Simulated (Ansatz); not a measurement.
Crystal: CoO.

```xyz
2
Lattice="0.0000 2.1315 2.1315 2.1315 0.0000 2.1315 2.1315 2.1315 0.0000" Properties=species:S:1:pos:R:3 pbc="T T T"
Co    0.0000    0.0000    0.0000
O     2.1315    2.1315    2.1315
```

Base run:

- Program: Ansatz 0.2.0
- Functional: LDA
- Potentials or basis: all-electron LAPW, scalar-relativistic
- Cutoff: 359 eV
- Density cutoff: 1438 eV
- Basis error allowed: 0.001 eV/atom
- k mesh: 11 × 11 × 11
- Occupations: fermi-dirac, width 0.05 eV
- Spin: collinear spin, ferromagnetic start
- Starting moments: [2.0, 0.0] μB

Its results: pressure -19.3 GPa; net moment 2.88 μB per cell; site moments Co +2.52; O +0.34 μB.

Question: After a change of settings the same cell gave: pressure -1.9 GPa; net moment 2.93 μB per cell; site moments Co +2.59; O +0.32 μB. Which change was it?
A. functional from LDA to PBE
B. functional from LDA to PBEsol; potentials or basis from all-electron LAPW, scalar-relativistic to all-electron LAPW, inner shells corrected to Dirac's equation
C. functional from LDA to PBEsol; potentials or basis from all-electron LAPW, scalar-relativistic to all-electron LAPW, non-relativistic
D. functional from LDA to PBEsol

Answer: A.

PBE binds less tightly than LDA, so the same cell stands under more pressure.

Caveats: a cell with one magnetic atom can't hold antiferromagnetic order, which such compounds often take.

Not every run made on this cell is shown here.
